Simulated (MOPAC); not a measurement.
# How the settings of MOPAC move a run on CaS

Simulated with MOPAC 23.2.5. This is a test of settings. The cell began as a measured structure and was relaxed with r2SCAN in plane waves (Ansatz 0.2.0). All runs are without spin polarisation.

The symmetry is Fm-3m (No. 225, cubic); a = 5.696 Å in the conventional setting, 23.10 Å³ an atom. Ca is surrounded by 6 S at 2.85 Å; S is surrounded by 6 Ca at 2.85 Å.

The base run uses PM7 on a cluster of 64 atoms.

```
PM7 1SCF GRADIENTS AUX(PRECISION=6) THREADS=1
crystal as a cluster of 2x2x2 conventional cells

Ca 5.695871 1 0.000000 1 0.000000 1
S 8.543807 1 2.847936 1 2.847936 1
Ca 8.543807 1 2.847936 1 0.000000 1
S 0.000000 1 5.695871 1 2.847936 1
Ca 8.543807 1 0.000000 1 2.847936 1
S 0.000000 1 2.847936 1 5.695871 1
Ca 0.000000 1 0.000000 1 0.000000 1
S 2.847936 1 2.847936 1 2.847936 1
Ca 2.847936 1 2.847936 1 0.000000 1
S 5.695871 1 5.695871 1 2.847936 1
Ca 5.695871 1 5.695871 1 0.000000 1
S 8.543807 1 8.543807 1 2.847936 1
Ca 8.543807 1 8.543807 1 0.000000 1
S 0.000000 1 0.000000 1 2.847936 1
Ca 2.847936 1 0.000000 1 2.847936 1
S 5.695871 1 2.847936 1 5.695871 1
Ca 5.695871 1 2.847936 1 2.847936 1
S 8.543807 1 5.695871 1 5.695871 1
Ca 8.543807 1 5.695871 1 2.847936 1
S 0.000000 1 8.543807 1 5.695871 1
Ca 5.695871 1 0.000000 1 5.695871 1
S 8.543807 1 2.847936 1 8.543807 1
Ca 8.543807 1 2.847936 1 5.695871 1
[... 27 lines left out ...]
Ca 0.000000 1 8.543807 1 2.847936 1
S 2.847936 1 0.000000 1 5.695871 1
Ca 0.000000 1 5.695871 1 5.695871 1
S 2.847936 1 8.543807 1 8.543807 1
Ca 2.847936 1 8.543807 1 5.695871 1
S 5.695871 1 0.000000 1 8.543807 1
Ca 0.000000 1 2.847936 1 8.543807 1
S 2.847936 1 5.695871 1 0.000000 1
Ca 2.847936 1 5.695871 1 8.543807 1
S 5.695871 1 8.543807 1 0.000000 1
Ca 5.695871 1 8.543807 1 8.543807 1
S 8.543807 1 0.000000 1 0.000000 1
Ca 0.000000 1 8.543807 1 8.543807 1
S 2.847936 1 0.000000 1 0.000000 1
Tv 11.391743 1 0.000000 1 0.000000 1
Tv 0.000000 1 11.391743 1 0.000000 1
Tv 0.000000 1 0.000000 1 11.391743 1
```

Command: `mopac run.mop`. It took 5.3 s on 1 thread of Arm Neoverse V1, on a shared host, peak memory 0.051 GiB.

It converged with a gap of 1.91 eV. MOPAC's gap is a Hartree-Fock orbital gap, usually far wider than a measured one, and its energy is the heat of formation.

Each further run moved one setting: method (Hamiltonian); ITRY (limit on SCF cycles); cluster (size of the cluster in conventional cells). Changes are from the base run, which isn't itself converged in every setting; energies of another Hamiltonian, functional, basis or charge aren't compared.

```
                          setting   how it ended  gap change (eV)  energy change (meV/atom)  time (s)
                     method = PM3      converged             1.27                         –         2
                     method = AM1      converged            -0.69                         –       1.7
                 method = PM6-ORG      converged            -1.91                         –       5.3
                   method = MNDOD        refused                –                         –      0.05
       ITRY = 3 (poor on purpose)  not converged                –                         –       1.3
cluster = 1x1x1 (poor on purpose)        refused                –                         –      0.05
```

With method = MNDOD nothing was computed: the Hamiltonian has no parameters for an element here. With ITRY = 3 the cycle ended unconverged. With cluster = 1x1x1 nothing was computed: the program refuses so small a cluster.

The end of the log, shortened, for method = MNDOD:

```
    NO.       ATOM           X           Y           Z
  S: (MNDO/d): W.THIEL AND A.A.VOITYUK, J. PHYS. CHEM., 100, 616 (1996)
 DATA ARE NOT AVAILABLE FOR ELEMENT NO. 20
          SOME ELEMENTS HAVE BEEN SPECIFIED FOR WHICH
          NO PARAMETERS ARE AVAILABLE.  CALCULATION STOPPED.
          Parameters for some elements are missing
           Empirical Formula: Ca32 S32  =    64 atoms
 *     Error and normal termination messages reported in this calculation     *
 * Parameters for some elements are missing                                   *
 * JOB ENDED NORMALLY                                                         *
 TOTAL JOB TIME:             0.00 SECONDS
 == MOPAC DONE ==
```
